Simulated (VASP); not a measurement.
Set up this calculation in VASP 6.6.1, as the native input.

* Task: relaxation of cell and atoms
* Functional: r2SCAN
* Dispersion: rVV10
* Potentials or basis: VASP PAW PBE potentials, release 64 (C)
* Cutoff: 600 eV
* k mesh: 16 × 16 × 10
* Occupations: gaussian, width 0.1 eV
* Spin: no spin polarisation
* Further INCAR settings: ALGO = Normal; EDIFF = 1e-07; IBRION = 2; EDIFFG = -0.005; NSW = 90; ISIF = 3

The structure of C lies in POSCAR:

```
C
1.0
    2.1273203100     -1.2282824400      0.0000000000
    2.1273203100      1.2282824400      0.0000000000
   -1.3790696300      0.0000000000      3.5028300800
C
2
Direct
    0.8333555300      0.8333555300      0.0000930400
    0.1666444700      0.1666444700      0.9999069600
```

This is a stacking variant of graphite.

The input as run:

INCAR

```
  PREC = Accurate
  ENCUT = 600
  EDIFF = 1E-7
  ISMEAR = 0
  SIGMA = 0.1
  LREAL = F
  LASPH = T
  NELM = 60
  ALGO = Normal
  ISIF = 3
  LWAVE = F
  LCHARG = F
  METAGGA = R2SCAN
  LMIXTAU = T
  LUSE_VDW = T
  IVDW_NL = 2
  BPARAM = 11.95
  CPARAM = 0.0093
  IBRION = 2
  NSW = 90
  EDIFFG = -0.005
```

KPOINTS

```
regular mesh
0
Gamma
  16 16 10
```

Potentials or basis: VASP PAW PBE potentials, release 64 (C).

Command:

```sh
$ cat potpaw_PBE.64/C/POTCAR > POTCAR
$ mpirun -np 1 vasp_std > vasp.out
```

Results of the run:

- Relaxed volume: 8.65 Å³/atom
- Relaxed cell: a = 2.456 Å, b = 2.456 Å, c = 3.592 Å, α = 109.67°, β = 109.67°, γ = 60.00°
- Space group after relaxing (to 0.05 Å): R-3m (No. 166)
- Energy gained by relaxing: 3.3 meV/atom
- Ionic steps: 31
- Pressure after relaxing: 0.0 GPa
- Band gap on the k mesh: 0.41 eV, indirect (least direct gap 0.43 eV)

Caveat: the PAW data sets were made with another functional, which shifts forces and pressure a little.

Run time: 77 min on 1 thread of Intel(R) Xeon(R) Platinum 8488C (Sapphire Rapids), with other jobs on the host, peak memory 0.32 GiB.
